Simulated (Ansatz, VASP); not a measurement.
# WC (Qusongite): VASP beside Ansatz

File INCAR:

```
SYSTEM = WC
PREC = Accurate
ENCUT = 600
EDIFF = 1E-6
ISMEAR = -1
SIGMA = 0.05
LREAL = .False.
LASPH = .True.
NELM = 60
ALGO = Normal
ISIF = 3
LWAVE = .False.
LCHARG = .False.
GGA = RP
IVDW = 13
IBRION = 2
NSW = 80
EDIFFG = -0.005
```

The input KPOINTS:

```
Automatic mesh
0
Gamma
  10 10 9
  0 0 0
```

Contents of POSCAR:

```
WC
1.0
    2.9065000000      0.0000000000      0.0000000000
   -1.4532500000      2.5171028361      0.0000000000
    0.0000000000      0.0000000000      2.8366000000
W C
1 1
Direct
    0.0000000000      0.0000000000      0.0000000000
    0.6666666667      0.3333333333      0.5000000000
```

Contents of input.yaml:

```yaml
crystal:
  lattice:
    - [2.9065, 0.0, 0.0]
    - [-1.45325, 2.5171028361, 0.0]
    - [0.0, 0.0, 2.8366]
  atoms:
    - { symbol: W, position: [0.0, 0.0, 0.0] }
    - { symbol: C, position: [0.6666666667, 0.3333333333, 0.5] }
kpoints:
  mp_grid: { grid: [10, 10, 9] }
scf:
  occupations: { method: fermi_dirac, width: 0.05 }
hamiltonian:
  xc: rpbe
  dispersion: d4
  pseudopotentials: { kind: all_electron, lapw: { basis_error: 0.001 } }
output:
  forces: true
  stress: true
relax:
  f_tol: 0.005
  max_steps: 60
  cell: {}
```

Alike in both runs: task relaxation of cell and atoms; functional RPBE; dispersion D4; k mesh 10 × 10 × 9; occupations fermi-dirac, width 0.05 eV; no spin polarisation.

|  | VASP | Ansatz |
| --- | --- | --- |
| version | VASP 6.6.1 | Ansatz 0.2.0 |
| potentials or method | VASP PAW PBE potentials, release 64 (W_sv, C) | all-electron LAPW, scalar-relativistic |
| plane-wave cutoff (eV) | 600 | see its input |

```csv
,VASP,Ansatz,Ansatz less VASP
relaxed volume (Å³/atom),10.29,10.27,-0.022
relaxed cell length with the largest relative difference (Å),2.832,2.830,-0.0025
energy change over the relaxation (meV/atom),-1,-1,-0.5
```

Ansatz ran all-electron here, so the differences hold the error of VASP's frozen core and of both bases.

Caveats: the PAW data sets were made with another functional, which shifts forces and pressure a little (VASP); pairwise dispersion overbinds metals, which lowers pressure and volume (VASP). The runs have no spin-orbit coupling, so splittings on W are missing.
